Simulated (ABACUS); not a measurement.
# Au (Fm-3m) in ABACUS: notebook

Runs on Au. Level: PBEsol. Tasks: band structure, equation of state.

Program: ABACUS 3.10.1. These are calculated values, not measurements. Logs are shortened: lines on timing, memory, paths and dates and some standing lists are left out, and cuts for length are marked.

**Measured values to compare with.**

From “Exploring toroidal anvil profiles for larger sample volumes above 4 Mbar”, 2024, pmc:11102561, for a bulk crystal of Au: bulk modulus 167 GPa.

The results are compared with them further down.

**1. The structure**

The structure is cubic, space group Fm-3m (No. 225). The conventional cell has a = 4.070 Å, b = 4.070 Å, c = 4.070 Å, α = 90.00°, β = 90.00°, γ = 90.00°. Au (site symmetry m-3m) is surrounded by 12 Au at 2.88 Å.

**2. Band structure, PBEsol**

INPUT

```
INPUT_PARAMETERS
suffix              Au
calculation         nscf
basis_type          lcao
pseudo_dir          ./
orbital_dir         ./
symmetry            -1
dft_functional      pbesol
ecutwfc             100.0
pseudo_rcut         10
nspin               1
nbands              20
ks_solver           genelpa
smearing_method     fd
smearing_sigma      0.00367493
scf_thr             1e-07
scf_nmax            100
mixing_type         broyden
mixing_beta         0.7
init_chg            file
out_band            1
```

STRU

```
ATOMIC_SPECIES
Au 196.9666 Au.upf

NUMERICAL_ORBITAL
Au_confined-atom_7au_3s2p2d1f.orb

LATTICE_CONSTANT
1.8897261246

LATTICE_VECTORS
2.8779246000 0.0000000000 0.0000000000
1.4389623000 2.4923558138 0.0000000000
1.4389623000 0.8307852713 2.3498155961

ATOMIC_POSITIONS
Direct

Au
0.0
1
0.0000000000 0.0000000000 0.0000000000 1 1 1
```

KPT

```
K_POINTS
12
Line
0.00000000 0.00000000 0.00000000 10 // G
0.50000000 0.00000000 0.50000000 10 // X
0.50000000 0.25000000 0.75000000 10 // W
0.37500000 0.37500000 0.75000000 10 // K
0.00000000 0.00000000 0.00000000 10 // G
0.50000000 0.50000000 0.50000000 10 // L
0.62500000 0.25000000 0.62500000 10 // U
0.50000000 0.25000000 0.75000000 10 // W
0.50000000 0.50000000 0.50000000 10 // L
0.37500000 0.37500000 0.75000000 1 // K
0.62500000 0.25000000 0.62500000 10 // U
0.50000000 0.00000000 0.50000000 1 // X
```

Potentials or basis: PseudoDojo NC SR 0.5 PBE stringent, DZP LCAO (the cutoffs set its grid).

Run with:

```sh
$ OMP_NUM_THREADS=1 mpirun -np 4 abacus > log
```

running log:

```text
ABACUS v3.10.1

               Atomic-orbital Based Ab-initio Computation at UStc

 ------------------------------------------------------------------------------------

 READING GENERAL INFORMATION
                           global_out_dir = OUT.Au/
                           global_in_card = INPUT
                               pseudo_dir = ./
                              orbital_dir = ./
                                    DSIZE = 4
                                    GSIZE = 1

 READING UNITCELL INFORMATION
                                    ntype = 1
                  lattice constant (Bohr) = 1.88973
              lattice constant (Angstrom) = 1

 READING ATOM TYPE 1
                               atom label = Au
                      L=0, number of zeta = 3
                      L=1, number of zeta = 2
                      L=2, number of zeta = 2
                      L=3, number of zeta = 1
             number of atom for this type = 1

                        TOTAL ATOM NUMBER = 1
DIRECT COORDINATES
    atom                   x                   y                   z     mag                  vx                  vy                  vz
taud_Au1            0.0000000000        0.0000000000        0.0000000000  0.0000        0.0000000000        0.0000000000        0.0000000000

                          Volume (Bohr^3) = 113.742
                             Volume (A^3) = 16.8548

 Lattice vectors: (Cartesian coordinate: in unit of a_0)
             +2.87792                  +0                  +0
             +1.43896            +2.49236                  +0
             +1.43896           +0.830785            +2.34982
 Reciprocal vectors: (Cartesian coordinate: in unit of 2 pi/a_0)
            +0.347473           -0.200613           -0.141855
                   -0           +0.401227           -0.141855
                   +0                  -0           +0.425565
 The esolver type has been set to : ksdft_lcao

                PAO radial cut off (Bohr) = 10

 Read in pseudopotential file is Au.upf
                     pseudopotential type = NC
          exchange-correlation functional = PBE
                 nonlocal core correction = 1
                        valence electrons = 19
                                     lmax = 3
                           number of zeta = 4
                     number of projectors = 7
                           L of projector = 0
                           L of projector = 0
                           L of projector = 1
                           L of projector = 1
                           L of projector = 2
                           L of projector = 2
                           L of projector = 3
 XC functional updated to : pbesol
          exchange-correlation functional = PBESOL
     initial pseudo atomic orbital number = 10

 SETUP THE ELECTRONS NUMBER
            electron number of element Au = 19
      total electron number of element Au = 19
            AUTOSET number of electrons:  = 19
                           occupied bands = 10
                                   NLOCAL = 26
                                   NBANDS = 20
                                   NBANDS = 20
                                   NLOCAL = 26

%%%%%%%%%%%%%%%%%%%%%%%%%%%%%%%%%%%%%%%%%%%%%%%%%%%%%%%%%%%%%%%%%%%%%%%%%%%%%%%%%%%%%%%%%%%%%%%%%%%%%%%%%%
 Warning: the number of valence electrons in pseudopotential > 11 for Au: [Xe] 4f14 5d10 6s1
 Pseudopotentials with additional electrons can yield (more) accurate outcomes, but may be less efficient.
 If you're confident that your chosen pseudopotential is appropriate, you can safely ignore this warning.
%%%%%%%%%%%%%%%%%%%%%%%%%%%%%%%%%%%%%%%%%%%%%%%%%%%%%%%%%%%%%%%%%%%%%%%%%%%%%%%%%%%%%%%%%%%%%%%%%%%%%%%%%%

 SETUP THE PLANE WAVE BASIS
 energy cutoff for charge/potential (unit:Ry) = 400
            fft grid for charge/potential = [ 36, 36, 36 ]
                        fft grid division = [ 3, 3, 3 ]
        big fft grid for charge/potential = [ 12, 12, 12 ]
                                     nbxx = 432
                                     nrxx = 11664

 SETUP PLANE WAVES FOR CHARGE/POTENTIAL
                    number of plane waves = 15353
                         number of sticks = 817

 PARALLEL PW FOR CHARGE/POTENTIAL
     PROC   COLUMNS(POT)             PW
        1            205           3839
        2            204           3838
        3            204           3839
        4            204           3837
 --------------- sum -------------------
        4            817          15353
                            number of |g| = 201
                                  max |g| = 35.9797
                                  min |g| = 0.181106

----------- Double Check Mixing Parameters Begin ------------
mixing_type: broyden
mixing_beta: 0.7
mixing_gg0: 1
mixing_gg0_min: 0.1
mixing_ndim: 8
----------- Double Check Mixing Parameters End ------------

 SETUP K-POINTS
[... 21 lines left out ...]

 SETUP PLANE WAVES FOR WAVE FUNCTIONS
     energy cutoff for wavefunc (unit:Ry) = 100
              fft grid for wave functions = [ 36, 36, 36 ]
                    number of plane waves = 2445
                         number of sticks = 241

 PARALLEL PW FOR WAVE FUNCTIONS
     PROC   COLUMNS(POT)             PW
        1             60            611
        2             61            613
        3             60            611
        4             60            610
 --------------- sum -------------------
        4            241           2445

 SET NONLOCAL PSEUDOPOTENTIAL PROJECTORS
 max number of nonlocal projetors among all species is 7

 -------------------------------------------
 NONSELF-CONSISTENT
 -------------------------------------------

 SETUP SEARCHING RADIUS FOR PROGRAM TO SEARCH ADJACENT ATOMS
                  longest orb rcut (Bohr) = 7
   longest nonlocal projector rcut (Bohr) = 1.62
                     search radius (Bohr) = 17.2
              searching radius is (Bohr)) = 17.2
         searching radius unit is (Bohr)) = 1.89
                         PeriodicBoundary = 1
                        Radius(unit:lat0) = 9.12
                                   glayer = [ 5, 5, 5 ]
                             glayer_minus = [ 4, 4, 4 ]

Find the coordinate range of the input atom(unit:lat0).
                                  min_tau = [ -23, -13.3, -9.4 ]
                                  max_tau = [ 23, 13.3, 9.4 ]
                                BoxNumber = [ 9, 9, 9 ]

 SETUP EXTENDED REAL SPACE GRID FOR GRID INTEGRATION
                          real space grid = [ 36, 36, 36 ]
                 big cell numbers in grid = [ 12, 12, 12 ]
             meshcell numbers in big cell = [ 3, 3, 3 ]
                        extended fft grid = [ 19, 19, 19 ]
                dimension of extened grid = [ 51, 51, 51 ]
                            UnitCellTotal = 125
              Atom number in sub-FFT-grid = 1
    Local orbitals number in sub-FFT-grid = 26
                                ParaV.nnr = 15717
                                 init_chg = file
 try to read charge from file
 Read in the charge density: OUT.Au//Au-CHARGE-DENSITY.restart

 LCAO ALGORITHM --------------- ION=   1  ELEC=   1--------------------------------
[... levels at 102 k points of this process ...]

 Density error is 0.00000000000
----------------------------------------------------------
     Energy           Rydberg                 eV
----------------------------------------------------------
 E_KohnSham     -295.8927656942      -4025.8276104199
 E_KS(sigma->0) -295.8926783769      -4025.8264224075
 E_Harris       -295.8927656942      -4025.8276104199
 E_band         -14.8553098612       -202.1168596686
 E_one_elec     -80.4043641934       -1093.9574970974
 E_Hartree      51.4536630363        700.0630002651
 E_xc           -51.7429136696       -703.9984570291
 E_Ewald        -215.1989762329      -2927.9322805338
 E_entropy(-TS) -0.0001746345        -0.0023760247
 E_descf        0.0000000000         0.0000000000
 E_exx          0.0000000000         0.0000000000
 E_Fermi        1.6752123620         22.7924334827
----------------------------------------------------------

 charge density convergence is achieved
 final etot is -4025.8276104 eV
 EFERMI = 22.792433483 eV

 STATE ENERGY(eV) AND OCCUPATIONS    NSPIN == 1
 1/102 kpoint (Cartesian) = 0.0000 0.0000 0.0000 (481 pws)
       1       -84.7037      0.0196078
       2       -35.9817      0.0196078
       3       -35.9817      0.0196078
       4       -35.9817      0.0196078
       5        10.7852      0.0196078
       6        16.0925      0.0196078
[... 12 lines left out ...]
      19        51.1723        0.00000
      20        51.1723        0.00000

 2/102 kpoint (Cartesian) = 0.017374 -0.010031 0.014186 (482 pws)
       1       -84.7033      0.0196078
       2       -35.9872      0.0196078
       3       -35.9839      0.0196078
       4       -35.9839      0.0196078
       5        10.9037      0.0196078
       6        16.0293      0.0196078
[... 12 lines left out ...]
      19        52.4520        0.00000
      20        53.3300        0.00000

 3/102 kpoint (Cartesian) = 0.034747 -0.020061 0.028371 (483 pws)
       1       -84.7022      0.0196078
       2       -36.0031      0.0196078
       3       -35.9902      0.0196078
       4       -35.9902      0.0196078
       5        11.2528      0.0196078
       6        15.8502      0.0196078
[... 12 lines left out ...]
      19        54.2160        0.00000
      20        55.4651        0.00000

 4/102 kpoint (Cartesian) = 0.052121 -0.030092 0.042557 (487 pws)
       1       -84.7003      0.0196078
       2       -36.0279      0.0196078
       3       -36.0000      0.0196078
       4       -36.0000      0.0196078
       5        11.8096      0.0196078
       6        15.5828      0.0196078
[... 12 lines left out ...]
      19        56.9373        0.00000
      20        57.2434        0.00000

 5/102 kpoint (Cartesian) = 0.069495 -0.040123 0.056742 (489 pws)
       1       -84.6980      0.0196078
       2       -36.0588      0.0196078
       3       -36.0124      0.0196078
       4       -36.0124      0.0196078
       5        12.5189      0.0196078
       6        15.2636      0.0196078
[... 12 lines left out ...]
      19        54.8930        0.00000
      20        58.5837        0.00000

 6/102 kpoint (Cartesian) = 0.086868 -0.050153 0.070928 (489 pws)
       1       -84.6954      0.0196078
       2       -36.0927      0.0196078
       3       -36.0261      0.0196078
       4       -36.0261      0.0196078
       5        13.2479      0.0196078
       6        14.9302      0.0196078
[... 12 lines left out ...]
      19        54.0614        0.00000
      20        59.5548        0.00000

[... levels at 96 further k points ...]

 --------------------------------------------
 !FINAL_ETOT_IS -4025.827610419859 eV
 --------------------------------------------

 Output bands in file: OUT.Au/BANDS_1.dat
```

It took 1.1 s on 4 MPI ranks of Intel Xeon Platinum 8259CL at 2.50GHz (Skylake/Cascade Lake), shared host; peak memory 0.36 GiB.

Levels at the corners of the path, in eV from the Fermi level:
```
point  band 5  band 6  band 7  band 8  band 9  band 10  band 11  band 12  band 13  band 14
    Γ  -10.03   -4.72   -4.72   -4.72   -3.15    -3.15    14.64    18.77    18.77    18.77
    X   -7.17   -6.84   -1.97   -1.60   -1.60     0.95     5.87    10.01    10.01    17.53
    W   -6.04   -5.21   -5.21   -3.32   -1.59     4.77     6.34     6.34     9.54    23.46
    K   -6.54   -5.91   -3.86   -2.87   -2.06     3.87     4.70     7.52    12.70    17.95
    Γ  -10.03   -4.72   -4.72   -4.72   -3.15    -3.15    14.64    18.77    18.77    18.77
    L   -7.43   -4.75   -4.75   -1.92   -1.92    -1.05     3.15    14.39    17.21    17.21
    U   -6.54   -5.91   -3.86   -2.87   -2.06     3.87     4.70     7.52    12.70    17.95
    W   -6.04   -5.21   -5.21   -3.32   -1.59     4.77     6.34     6.34     9.54    23.46
    L   -7.43   -4.75   -4.75   -1.92   -1.92    -1.05     3.15    14.39    17.21    17.21
    K   -6.54   -5.91   -3.86   -2.87   -2.06     3.87     4.70     7.52    12.70    17.95
    U   -6.54   -5.91   -3.86   -2.87   -2.06     3.87     4.70     7.52    12.70    17.95
    X   -7.17   -6.84   -1.97   -1.60   -1.60     0.95     5.87    10.01    10.01    17.53
```

Caveat: the atomic orbitals were generated for these runs and aren't a published set; the density is read from an earlier self-consistent run, whose mesh may be coarse; the potentials were made for another functional, which shifts forces and pressure; spin-orbit coupling is left out, which moves the levels of the heavy elements; the basis of atomic orbitals isn't converged, which shifts pressures, moduli and gaps.

(Part 1 of 2 ends here.)
